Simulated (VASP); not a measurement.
Write the native input for VASP 6.6.1 that does the following.

```
Task                   : relaxation of cell and atoms
Functional             : PBEsol
Potentials or basis    : VASP PAW PBE potentials, release 64 (Hf)
Cutoff                 : 520 eV
k mesh                 : 16 × 16 × 16
Occupations            : gaussian, width 0.1 eV
Spin                   : no spin polarisation
Target pressure        : 0.0001 GPa
Further INCAR settings : ALGO = Normal; EDIFF = 1e-07; IBRION = 2; EDIFFG = -0.002; NSW = 80; ISIF = 3
Target pressure        : 0.0001 GPa
```

The structure of Hf lies in POSCAR:

```
Hf                                      
1.0
   -1.6885126464      1.6885126464      1.6885126464
    1.6885126464     -1.6885126464      1.6885126464
    1.6885126464      1.6885126464     -1.6885126464
  Hf            
     1
Direct
     0.0000000000000000    0.0000000000000000    0.0000000000000000
```

This isn't the form of Hf at room conditions, which is hcp.

These files were run (other wordings do the same):

INCAR

```
ALGO     = Normal         # electronic algorithm
EDIFF    = 1E-7           # SCF threshold, eV
EDIFFG   = -0.002         # ionic threshold
ENCUT    = 520            # plane-wave cutoff, eV
GGA      = PS             # functional
IBRION   = 2              # ionic algorithm
ISIF     = 3              # what is computed and relaxed
ISMEAR   = 0              # smearing method
LASPH    = True           # aspherical terms in the spheres
LCHARG   = False          # write CHGCAR
LREAL    = False          # projectors in reciprocal space
LWAVE    = False          # write WAVECAR
NELM     = 80             # most SCF steps
NSW      = 80             # ionic steps
PREC     = Accurate       # precision mode
PSTRESS  = 0.001        
SIGMA    = 0.1            # smearing width, eV
```

KPOINTS

```
k-points
0
Gamma
  16 16 16
```

Potentials or basis: VASP PAW PBE potentials, release 64 (Hf).

Launch:

```console
$ cat potpaw_PBE.64/Hf/POTCAR > POTCAR
$ mpirun -np 1 vasp_std > vasp.out
```

Results of the run:

The relaxed volume is 21.12 Å³/atom. The relaxed cell is a = 3.016 Å, b = 3.016 Å, c = 3.016 Å, α = 109.47°, β = 109.47°, γ = 109.47°, the space group after relaxing (to 0.05 Å) is Im-3m (No. 229) and the energy change on relaxing (the enthalpy is what falls) is -65.6 meV/atom. The ionic steps are 4, the pressure after relaxing is 0.0 GPa and the band gap on the k mesh is none (metal or under the smearing width).

Caveat: the cell is relaxed towards a set pressure, so the enthalpy falls and the energy may rise; the PAW data sets were made with another functional, which shifts forces and pressure a little.

Wall time 13 s on 1 thread of Intel(R) Xeon(R) 6975P-C (Granite Rapids), with other jobs on the host, peak memory 0.16 GiB.
